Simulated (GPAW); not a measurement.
Here is a GPAW 26.7.0 calculation.

The input run.py:

```python
from ase import Atoms
from ase.eos import EquationOfState
from ase.io import Trajectory
from ase.units import GPa
from gpaw import GPAW, PW, setup_paths

setup_paths.insert(0, '.')

atoms = Atoms(['K', 'Mg', 'F', 'F', 'F'],
              cell=[[3.9859, 0.0, 0.0],
                    [0.0, 3.9859, 0.0],
                    [0.0, 0.0, 3.9859]],
              scaled_positions=[[0.5, 0.5, 0.5],
                                [0.0, 0.0, 0.0],
                                [0.0, 0.0, 0.5],
                                [0.0, 0.5, 0.0],
                                [0.5, 0.0, 0.0]],
              pbc=True)

traj = Trajectory('eos.traj', 'w')
volumes, energies = [], []
for x in [0.94, 0.96, 0.98, 1.0, 1.02, 1.04, 1.06]:
    a = atoms.copy()
    a.set_cell(atoms.cell * x**(1 / 3), scale_atoms=True)
    calc = GPAW(mode=PW(800),
                xc='PBEsol',
                kpts={'size': (7, 7, 7), 'gamma': True},
                occupations={'name': 'fermi-dirac', 'width': 0.05},
                nbands=34,
                convergence={'density': 1e-05, 'energy': 1e-05},
                maxiter=150,
                txt=f'eos-{x:.2f}.txt')
    a.calc = calc
    energies.append(a.get_potential_energy(force_consistent=True))
    volumes.append(a.get_volume())
    p = -a.get_stress()[:3].mean() / GPa
    calc.write(f'eos-{x:.2f}.gpw')
    traj.write(a)
    print(f'{x:.2f} {volumes[-1]:10.4f} A^3 {energies[-1]:14.6f} eV {p:9.3f} GPa', flush=True)

v0, e0, B = EquationOfState(volumes, energies, eos='birchmurnaghan').fit()
print(f'V0 = {v0:.4f} A^3, E0 = {e0:.6f} eV, B0 = {B / GPa:.2f} GPa')
```

Potentials or basis: PAW data sets generated in the run's folder for this functional, pw.

Command:

```console
$ gpaw-setup -f PBEsol F K Mg
$ OMP_NUM_THREADS=1 python run.py
```

What does it give for the bulk modulus?

72 GPa.

Predict the equilibrium volume.

12.78 Å³/atom.

Energy against volume, from the lowest point:
```
volume (Å³/atom)  energy (meV/atom)
          11.905              15.20
          12.159               7.18
          12.412               2.28
          12.665               0.00
          12.918               0.13
          13.172               2.37
          13.425               6.56
```

**What was measured.**

“High-pressure structural, elastic and electronic properties of the scintillator host material, KMgF3”, 2007, arxiv:cond-mat/0703621 reports, for a powder of KMgF3: bulk modulus 71.2 ± 0.2 GPa.

Measured bulk modulus of KMgF3: 71.2 GPa (powder; “High-pressure structural, elastic and electronic properties of the scintillator host material, KMgF3”, 2007, arxiv:cond-mat/0703621). This calculation gives 72 GPa (+1.8 %). The fit is for a static lattice scaled at fixed shape and fixed fractional positions.
